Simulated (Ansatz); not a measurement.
# Preparing GaN (P6_3mc) as a host crystal, part 2 of 3

Before any defect goes in: GaN (P6_3mc) at rest, and how it screens a charge.

Ansatz 0.2.0; plane-wave PAW DFT, PBEsol; relaxation of the host's cell and atoms; PAW set soft_1 (the session's first sound run).

So far. Step 3 (Dielectric tensors of the host): The principal values of the electronic dielectric tensor are 5.83, 5.83 and 6.02. The principal values of the static dielectric tensor are 10.10, 10.10 and 11.18.

## Step 4: Defect free supercell relaxed in its symmetry

This cell, the one that will hold the defects, is built from the relaxed host. Its coarser k-points can move the atoms a little, so it is relaxed from the symmetric sites, as the reference for the test of stability.

This step: plane-wave PAW DFT, PBEsol; relaxation of the defect-free supercell in its symmetry; PAW set soft_1 (Ansatz 0.2.0).

System of this step: GaN (P6_3mc). The cell holds 72 atoms: 36 Ga and 36 N. Its edges and angles: a = 9.549 Å, b = 9.549 Å, c = 10.371 Å, α = 90.0°, β = 90.0°, γ = 120.0°.

Input file pristine.symmetric/input.yaml:

```yaml
crystal:
  lattice:
    - [9.5485857167, 0.0, 0.0]
    - [-4.7742928584, 8.2693178009, 0.0]
    - [0.0, 0.0, 10.3709242658]
  atoms:
    - { symbol: Ga, position: [0.2222222222, 0.1111111111, 0.2495896211] }
    - { symbol: Ga, position: [0.1111111111, 0.2222222222, 0.4995896211] }
    - { symbol: "N", position: [0.2222222222, 0.1111111111, 0.4379103789] }
    - { symbol: "N", position: [0.1111111111, 0.2222222222, 0.1879103789] }
    - { symbol: Ga, position: [0.2222222222, 0.1111111111, 0.7495896211] }
    - { symbol: Ga, position: [0.1111111111, 0.2222222222, 0.9995896211] }
    - { symbol: "N", position: [0.2222222222, 0.1111111111, 0.9379103789] }
    - { symbol: "N", position: [0.1111111111, 0.2222222222, 0.6879103789] }
    - { symbol: Ga, position: [0.2222222222, 0.4444444444, 0.2495896211] }
    - { symbol: Ga, position: [0.1111111111, 0.5555555556, 0.4995896211] }
    - { symbol: "N", position: [0.2222222222, 0.4444444444, 0.4379103789] }
    - { symbol: "N", position: [0.1111111111, 0.5555555556, 0.1879103789] }
    - { symbol: Ga, position: [0.2222222222, 0.4444444444, 0.7495896211] }
    - { symbol: Ga, position: [0.1111111111, 0.5555555556, 0.9995896211] }
    - { symbol: "N", position: [0.2222222222, 0.4444444444, 0.9379103789] }
    - { symbol: "N", position: [0.1111111111, 0.5555555556, 0.6879103789] }
    - { symbol: Ga, position: [0.2222222222, 0.7777777778, 0.2495896211] }
    - { symbol: Ga, position: [0.1111111111, 0.8888888889, 0.4995896211] }
    - { symbol: "N", position: [0.2222222222, 0.7777777778, 0.4379103789] }
    - { symbol: "N", position: [0.1111111111, 0.8888888889, 0.1879103789] }
    - { symbol: Ga, position: [0.2222222222, 0.7777777778, 0.7495896211] }
    - { symbol: Ga, position: [0.1111111111, 0.8888888889, 0.9995896211] }
    - { symbol: "N", position: [0.2222222222, 0.7777777778, 0.9379103789] }
    - { symbol: "N", position: [0.1111111111, 0.8888888889, 0.6879103789] }
    - { symbol: Ga, position: [0.5555555556, 0.1111111111, 0.2495896211] }
    - { symbol: Ga, position: [0.4444444444, 0.2222222222, 0.4995896211] }
    - { symbol: "N", position: [0.5555555556, 0.1111111111, 0.4379103789] }
    - { symbol: "N", position: [0.4444444444, 0.2222222222, 0.1879103789] }
    - { symbol: Ga, position: [0.5555555556, 0.1111111111, 0.7495896211] }
    - { symbol: Ga, position: [0.4444444444, 0.2222222222, 0.9995896211] }
    - { symbol: "N", position: [0.5555555556, 0.1111111111, 0.9379103789] }
    - { symbol: "N", position: [0.4444444444, 0.2222222222, 0.6879103789] }
    - { symbol: Ga, position: [0.5555555556, 0.4444444444, 0.2495896211] }
    - { symbol: Ga, position: [0.4444444444, 0.5555555556, 0.4995896211] }
    - { symbol: "N", position: [0.5555555556, 0.4444444444, 0.4379103789] }
    - { symbol: "N", position: [0.4444444444, 0.5555555556, 0.1879103789] }
    - { symbol: Ga, position: [0.5555555556, 0.4444444444, 0.7495896211] }
    - { symbol: Ga, position: [0.4444444444, 0.5555555556, 0.9995896211] }
    - { symbol: "N", position: [0.5555555556, 0.4444444444, 0.9379103789] }
    - { symbol: "N", position: [0.4444444444, 0.5555555556, 0.6879103789] }
    - { symbol: Ga, position: [0.5555555556, 0.7777777778, 0.2495896211] }
    - { symbol: Ga, position: [0.4444444444, 0.8888888889, 0.4995896211] }
    - { symbol: "N", position: [0.5555555556, 0.7777777778, 0.4379103789] }
    - { symbol: "N", position: [0.4444444444, 0.8888888889, 0.1879103789] }
    - { symbol: Ga, position: [0.5555555556, 0.7777777778, 0.7495896211] }
    - { symbol: Ga, position: [0.4444444444, 0.8888888889, 0.9995896211] }
    - { symbol: "N", position: [0.5555555556, 0.7777777778, 0.9379103789] }
    - { symbol: "N", position: [0.4444444444, 0.8888888889, 0.6879103789] }
    - { symbol: Ga, position: [0.8888888889, 0.1111111111, 0.2495896211] }
    - { symbol: Ga, position: [0.7777777778, 0.2222222222, 0.4995896211] }
    - { symbol: "N", position: [0.8888888889, 0.1111111111, 0.4379103789] }
    - { symbol: "N", position: [0.7777777778, 0.2222222222, 0.1879103789] }
    - { symbol: Ga, position: [0.8888888889, 0.1111111111, 0.7495896211] }
    - { symbol: Ga, position: [0.7777777778, 0.2222222222, 0.9995896211] }
    - { symbol: "N", position: [0.8888888889, 0.1111111111, 0.9379103789] }
    - { symbol: "N", position: [0.7777777778, 0.2222222222, 0.6879103789] }
    - { symbol: Ga, position: [0.8888888889, 0.4444444444, 0.2495896211] }
    - { symbol: Ga, position: [0.7777777778, 0.5555555556, 0.4995896211] }
    - { symbol: "N", position: [0.8888888889, 0.4444444444, 0.4379103789] }
    - { symbol: "N", position: [0.7777777778, 0.5555555556, 0.1879103789] }
    - { symbol: Ga, position: [0.8888888889, 0.4444444444, 0.7495896211] }
    - { symbol: Ga, position: [0.7777777778, 0.5555555556, 0.9995896211] }
    - { symbol: "N", position: [0.8888888889, 0.4444444444, 0.9379103789] }
    - { symbol: "N", position: [0.7777777778, 0.5555555556, 0.6879103789] }
    - { symbol: Ga, position: [0.8888888889, 0.7777777778, 0.2495896211] }
    - { symbol: Ga, position: [0.7777777778, 0.8888888889, 0.4995896211] }
    - { symbol: "N", position: [0.8888888889, 0.7777777778, 0.4379103789] }
    - { symbol: "N", position: [0.7777777778, 0.8888888889, 0.1879103789] }
    - { symbol: Ga, position: [0.8888888889, 0.7777777778, 0.7495896211] }
    - { symbol: Ga, position: [0.7777777778, 0.8888888889, 0.9995896211] }
    - { symbol: "N", position: [0.8888888889, 0.7777777778, 0.9379103789] }
    - { symbol: "N", position: [0.7777777778, 0.8888888889, 0.6879103789] }
basis:
  ecutwfc: 420
  xc_grid: 2
hamiltonian:
  xc: pbesol
  pseudopotentials: { kind: paw, azcp: { folder: soft_1 }, xc_functional: pbe }
kpoints:
  mp_grid: { grid: [1, 1, 1] }
scf:
  occupations: { method: fermi_dirac, width: 0.01 }
  max_iter: 100
  lower_state_search: "off"
output:
  forces: true
relax:
  f_tol: 0.015
  max_steps: 60
  escape_saddle: false
checkpoint:
  write: "../pristine.symmetric.run"
  compress: false
  write_wavefunctions: false
  write_every: 100000
```

The run is started by

```
> ansatz run input.yaml --threads 32 --pin off --max-ram 84787MiB --backend cuda --events-out ev --progress --plain --runs-dir out --max-vram 78GiB
```

Numbers of over 12 decimals in the logs are rounded to 6 here.

The log of the run:

```text
[...]
device memory: the entry about to start is reckoned to put 3.3 GiB on a device that reports 179.9 GiB free (of which the cap on the GPU budget leaves the run 78.0 GiB)
GPU FFT provider: cuFFT
GPU libraries: cuBLAS 13.8.1, cuFFT 12.4.0, cuSOLVER 12.3.2
GPU matrix products: emulated (plane waves: as basis.precision tells), large ones in fixed point in workspaces of 1.00 GiB
Crystal: 72 atoms, lattice volume = 818.891 Å³
Basis set: ecut = 420 eV, 15995 PW (Γ), exchange–correlation on 128×128×144 points (8 copies of the dense FFT grid, shifted against one another)
Bands: 396, of which v1, the nominal top of the filled ones, is band 324 counted from 1 (323 counted from 0)
Symmetry: 216 space group operations
[...]
k-points: 1
[...]
GPU buffer pool allocated for 294912 grid points (all kernels)
GPU transforms: local potential and band sums: pruned to the plane-wave sphere, on 64×64×72
[...]
SCF iter   1: F=—  HF=-148439.882435 eV  |Δ(HF+E_count)|=         —  Δρ=1.07e-1  dr2=8.15e1  Hψ=1221
[...]
SCF iter   9: F=-148417.012370 eV  HF=-148417.012370 eV  |Δ(HF+E_count)|=   2.76e-6  Δρ=2.22e-6  dr2=3.93e-8  Hψ=1048
SCF 1 converged in 9 iterations: F = -148417.012370 eV  dr2 = 3.93e-8
[...]
relax step   1: F+E_penalty+E_count = -148417.01236979 eV  Δ(F+E_penalty+E_count) = +0.000e0 eV  max|allowed force component| = 1.398e-2 eV/Å  Δτ_max = 0.0000 Å  (9 SCF iters, dr2 threshold 5.63e-6 eV, accepted)
[...]
SCF iter   3: F=-148417.012370 eV  HF=-148417.012370 eV  |Δ(HF+E_count)|=   1.01e-8  Δρ=6.13e-7  dr2=2.63e-9  Hψ=1226
SCF 2 converged in 3 iterations: F = -148417.012370 eV  dr2 = 2.63e-9
relax step   2: F+E_penalty+E_count = -148417.01237002 eV  Δ(F+E_penalty+E_count) = -2.337e-7 eV  max|allowed force component| = 1.398e-2 eV/Å  Δτ_max = 0.0000 Å  (3 SCF iters, accepted)
SCF converged after 3 iterations
Free energy (F): -148417.012370 eV
[...]
Internal energy: -148417.012370 eV  (E = F + TS)
E sigma→0 (E₀):  -148417.012370 eV
Fermi energy:    10.619371 eV
[...]
--- Forces (eV/Å), atoms counted from 1 ---
  atom   1  Ga     0.00000000     0.00000000     0.01397972
  atom   2  Ga    -0.00000000     0.00000000     0.01397972
  atom   3  N     -0.00000000    -0.00000000    -0.01397598
  atom   4  N      0.00000000     0.00000000    -0.01397598
  atom   5  Ga     0.00000000    -0.00000000     0.01397972
  atom   6  Ga    -0.00000000     0.00000000     0.01397972
  [... 66 more lines of this table ...]
  max |Σ_I F_I| component: 1.35e-4 eV/Å
--- Relaxed structure (2 steps of the walk, 2 accepted, 0 SCFs on fresh bases) ---
  F+E_penalty+E_count = -148417.01237002 eV   max|allowed force component| = 1.398e-2 eV/Å
  atoms:
    - { symbol: Ga, position: [0.222222, 0.111111, 0.249590] }
    - { symbol: Ga, position: [0.111111, 0.222222, 0.499590] }
    - { symbol: N, position: [0.222222, 0.111111, 0.437910] }
    - { symbol: N, position: [0.111111, 0.222222, 0.187910] }
    - { symbol: Ga, position: [0.222222, 0.111111, 0.749590] }
    - { symbol: Ga, position: [0.111111, 0.222222, 0.999590] }
  [... 66 more lines of this table ...]
```

It took 1.5 s on 1 × NVIDIA GB200 with 32 threads of Arm Neoverse V2, shared host; peak memory 1 GiB.

No atom moved by 0.005 Å in the relaxation.

## Step 5: Defect free supercell relaxed from displaced atoms

This step: plane-wave PAW DFT, PBEsol; relaxation of the defect-free supercell from random displacements, a test of the host's stability; PAW set soft_1 (Ansatz 0.2.0).

pristine.rattled/input.yaml, as its differences from pristine.symmetric/input.yaml of step 4:

```diff
@@ -94,6 +94,6 @@
   f_tol: 0.015
-  max_steps: 60
-  escape_saddle: false
+  max_steps: 120
+  random_displacement: { amplitude: 0.06, seed: 5390 }
 checkpoint:
-  write: "../pristine.symmetric.run"
+  write: "../pristine.rattled.run"
   compress: false
```

The log of the run:

```text
[...]
GPU FFT provider: cuFFT
GPU libraries: cuBLAS 13.8.1, cuFFT 12.4.0, cuSOLVER 12.3.2
[...]
Crystal: 72 atoms, lattice volume = 818.891 Å³
Basis set: ecut = 420 eV, 15995 PW (Γ), exchange–correlation on 128×128×144 points (8 copies of the dense FFT grid, shifted against one another)
Bands: 396, of which v1, the nominal top of the filled ones, is band 324 counted from 1 (323 counted from 0)
Symmetry: 1 space group operations
k-points: 1
[...]
GPU buffer pool allocated for 294912 grid points (all kernels)
[...]
SCF iter   1: F=—  HF=-148437.770748 eV  |Δ(HF+E_count)|=         —  Δρ=1.08e-1  dr2=8.24e1  Hψ=1220
[...]
SCF iter   9: F=-148414.726786 eV  HF=-148414.726787 eV  |Δ(HF+E_count)|=   1.55e-5  Δρ=1.46e-5  dr2=1.60e-6  Hψ=1369
SCF 1 converged in 9 iterations: F = -148414.726786 eV  dr2 = 1.60e-6
[...]
relax step   1: F+E_penalty+E_count = -148414.72678598 eV  Δ(F+E_penalty+E_count) = +0.000e0 eV  max|allowed force component| = 1.783e0 eV/Å  Δτ_max = 0.0000 Å  (9 SCF iters, dr2 threshold 5.63e-6 eV, accepted)
[...]
relax step   2: F+E_penalty+E_count = -148416.44983874 eV  Δ(F+E_penalty+E_count) = -1.723e0 eV  max|allowed force component| = 8.734e-1 eV/Å  Δτ_max = 0.0679 Å  (6 SCF iters, dr2 threshold 1.00e-4 eV, accepted)
relax step   3: F+E_penalty+E_count = -148417.01253832 eV  Δ(F+E_penalty+E_count) = -5.627e-1 eV  max|allowed force component| = 1.250e-2 eV/Å  Δτ_max = 0.0460 Å  (6 SCF iters, dr2 threshold 4.77e-5 eV, accepted)
[...]
SCF iter   4: F=-148417.012542 eV  HF=-148417.012542 eV  |Δ(HF+E_count)|=   1.89e-7  Δρ=2.34e-6  dr2=4.67e-8  Hψ=1365
SCF 4 converged in 4 iterations: F = -148417.012542 eV  dr2 = 4.67e-8
relax step   4: F+E_penalty+E_count = -148417.01254210 eV  Δ(F+E_penalty+E_count) = -3.772e-6 eV  max|allowed force component| = 1.197e-2 eV/Å  Δτ_max = 0.0000 Å  (4 SCF iters, accepted)
SCF converged after 4 iterations
Free energy (F): -148417.012542 eV
[...]
Internal energy: -148417.012542 eV  (E = F + TS)
E sigma→0 (E₀):  -148417.012542 eV
Fermi energy:    10.619876 eV
[...]
--- Forces (eV/Å), atoms counted from 1 ---
  atom   1  Ga     0.00590061    -0.00130308     0.00271181
  atom   2  Ga     0.00736217     0.00312433     0.00260491
  atom   3  N     -0.00209074    -0.00431594     0.00134715
  atom   4  N     -0.00614267     0.00645587    -0.00160174
  atom   5  Ga    -0.00269190    -0.00381580     0.01110289
  atom   6  Ga     0.00493257    -0.00415529    -0.00677214
  [... 66 more lines of this table ...]
  max |Σ_I F_I| component: 9.24e-5 eV/Å
--- Relaxed structure (4 steps of the walk, 4 accepted, 0 SCFs on fresh bases) ---
  F+E_penalty+E_count = -148417.01254210 eV   max|allowed force component| = 1.197e-2 eV/Å
  atoms:
    - { symbol: Ga, position: [0.221431, 0.111382, 0.249243] }
    - { symbol: Ga, position: [0.110305, 0.222488, 0.499220] }
    - { symbol: N, position: [0.221447, 0.111388, 0.437431] }
    - { symbol: N, position: [0.110390, 0.222485, 0.187472] }
    - { symbol: Ga, position: [0.221500, 0.111428, 0.749172] }
    - { symbol: Ga, position: [0.110358, 0.222561, 0.999290] }
  [... 66 more lines of this table ...]
```

Wall time 2.3 s (1 × NVIDIA GB200 with 32 threads); peak memory 1 GiB; 8.6 s of CPU time.

Step by step:

```
step  energy less that of the first step (eV)  largest force component (eV/Å)
   1                                   0.0000                          1.7832
   2                                  -1.7231                          0.8734
   3                                  -2.2858                          0.0125
   4                                  -2.2858                          0.0120
```

The relaxation ends 32 meV an atom lower than the displaced start, with a largest force component of 0.012 eV/Å.

## Step 6: Host on a dense mesh

This step: plane-wave PAW DFT, PBEsol; single point of the defect-free host, a test of the k-point sampling; PAW set soft_1 (Ansatz 0.2.0).

System of this step: GaN (P6_3mc). Symmetry: P6_3mc, No. 186, hexagonal system. Conventional cell: a = 3.183 Å, b = 3.183 Å, c = 5.185 Å, α = 90.00°, β = 90.00°, γ = 120.00°. Ga has 4 N at 1.95 Å nearest. Nearest to N lie 4 Ga at 1.95 Å. Farther neighbours and most contacts between anions are not listed.

Input file dense/input.yaml:

```yaml
crystal:
  lattice:
    - [3.1828619056, 0.0, 0.0]
    - [-1.5914309528, 2.756439267, 0.0]
    - [0.0, 0.0, 5.1854621329]
  atoms:
    - { symbol: Ga, position: [0.6666666667, 0.3333333333, 0.4991792422] }
    - { symbol: Ga, position: [0.3333333333, 0.6666666667, 0.9991792422] }
    - { symbol: "N", position: [0.6666666667, 0.3333333333, 0.8758207578] }
    - { symbol: "N", position: [0.3333333333, 0.6666666667, 0.3758207578] }
basis:
  ecutwfc: 420
  xc_grid: 2
hamiltonian:
  xc: pbesol
  pseudopotentials: { kind: paw, azcp: { folder: soft_1 }, xc_functional: pbe }
kpoints:
  mp_grid: { grid: [10, 10, 6] }
scf:
  occupations: { method: fermi_dirac, width: 0.01 }
  max_iter: 100
  lower_state_search: "off"
checkpoint:
  write: "../dense.run"
  compress: false
  write_wavefunctions: false
  write_every: 100000
```

The log of the run:

```text
[...]
GPU FFT provider: cuFFT
GPU libraries: cuBLAS 13.8.1, cuFFT 12.4.0, cuSOLVER 12.3.2
[...]
Crystal: 4 atoms, lattice volume = 45.494 Å³
Basis set: ecut = 420 eV, 893 PW (Γ), exchange–correlation on 48×48×72 points (8 copies of the dense FFT grid, shifted against one another)
Bands: 22, of which v1, the nominal top of the filled ones, is band 18 counted from 1 (17 counted from 0)
Symmetry: 12 space group operations
[...]
k-points: 56 of 600 (time reversal used)
[...]
GPU buffer pool allocated for 20736 grid points (all kernels)
[...]
SCF iter   1: F=—  HF=-8246.859912 eV  |Δ(HF+E_count)|=         —  Δρ=1.04e-1  dr2=4.20e0  Hψ=4966
[...]
SCF iter   9: F=-8245.700525 eV  HF=-8245.700525 eV  |Δ(HF+E_count)|=   1.40e-7  Δρ=2.11e-6  dr2=1.86e-9  Hψ=2812
SCF 1 converged in 9 iterations: F = -8245.700525 eV  dr2 = 1.86e-9
[...]
SCF converged after 9 iterations
Free energy (F): -8245.700525 eV
[...]
Internal energy: -8245.700525 eV  (E = F + TS)
E sigma→0 (E₀):  -8245.700525 eV
Fermi energy:    10.550312 eV
[...]
```

Wall time 0.9 s (1 × NVIDIA GB200 with 32 threads); peak memory 0.93 GiB.

## Step 7: Defect free supercell at the zone centre

The supercell is run at the zone centre, to see how far that sampling misses the dense mesh.

System of this step: GaN (P6_3mc). The cell holds 72 atoms: 36 Ga and 36 N. Cell: a = 9.549 Å, b = 9.549 Å, c = 10.371 Å, α = 90.0°, β = 90.0°, γ = 120.0°.

pristine.sampling_gamma/input.yaml, as its differences from pristine.rattled/input.yaml of step 5:

```diff
@@ -90,10 +90,4 @@
   lower_state_search: "off"
-output:
-  forces: true
-relax:
-  f_tol: 0.015
-  max_steps: 120
-  random_displacement: { amplitude: 0.06, seed: 5390 }
 checkpoint:
-  write: "../pristine.rattled.run"
+  write: "../pristine.sampling_gamma.run"
   compress: false
```

The log of the run:

```text
[...]
GPU FFT provider: cuFFT
GPU libraries: cuBLAS 13.8.1, cuFFT 12.4.0, cuSOLVER 12.3.2
[...]
Crystal: 72 atoms, lattice volume = 818.891 Å³
Basis set: ecut = 420 eV, 15995 PW (Γ), exchange–correlation on 128×128×144 points (8 copies of the dense FFT grid, shifted against one another)
Bands: 396, of which v1, the nominal top of the filled ones, is band 324 counted from 1 (323 counted from 0)
Symmetry: 216 space group operations
[...]
k-points: 1
[...]
GPU buffer pool allocated for 294912 grid points (all kernels)
[...]
SCF iter   1: F=—  HF=-148439.882435 eV  |Δ(HF+E_count)|=         —  Δρ=1.07e-1  dr2=8.15e1  Hψ=1221
[...]
SCF iter   5: F=—  HF=-148416.998609 eV  |Δ(HF+E_count)|=   2.32e-2  Δρ=2.66e-3  dr2=3.38e-2  Hψ=655
automatic band count: iteration 5 solves 375 bands in place of 396: the levels show a gap, and the empty bands left out lie too high to hold charge; the band table lists the bands solved (type scf.n_extra_bands for more)
SCF iter   6: F=—  HF=-148417.011987 eV  |Δ(HF+E_count)|=   1.34e-2  Δρ=8.45e-4  dr2=4.02e-3  Hψ=656
[...]
SCF iter  10: F=-148417.012370 eV  HF=-148417.012370 eV  |Δ(HF+E_count)|=   1.66e-8  Δρ=4.57e-7  dr2=1.32e-9  Hψ=1024
SCF 1 converged in 10 iterations: F = -148417.012370 eV  dr2 = 1.32e-9
[...]
SCF converged after 10 iterations
Free energy (F): -148417.012370 eV
[...]
Internal energy: -148417.012370 eV  (E = F + TS)
E sigma→0 (E₀):  -148417.012370 eV
Fermi energy:    10.619377 eV
[...]
```

Run time: 1.2 s. Hardware: 1 × NVIDIA GB200 with 32 threads; peak memory 0.95 GiB; 2.9 s of CPU time.

(Part 2 of 3 ends here.)

[Logs are printed without paths, hosts, clocks, repeated set-up lines and the standing remarks that a program may print on its own settings, such as how far it seeks lower states.]

[Hosts, paths, dates, database ids (printed as entryN), source tags and the programs' standing remarks are cut or masked in the printed files.]

[Runs of the host that timed out are not shown.]

[For some hosts the program warned that the k-mesh of the response run may be too coarse for force constants and the static dielectric constant; such warnings are not always shown.]

[The program warned that the k-mesh of a response run behind this text may be too coarse: force constants, and the static dielectric constant and all else formed from them, are not shown converged.]
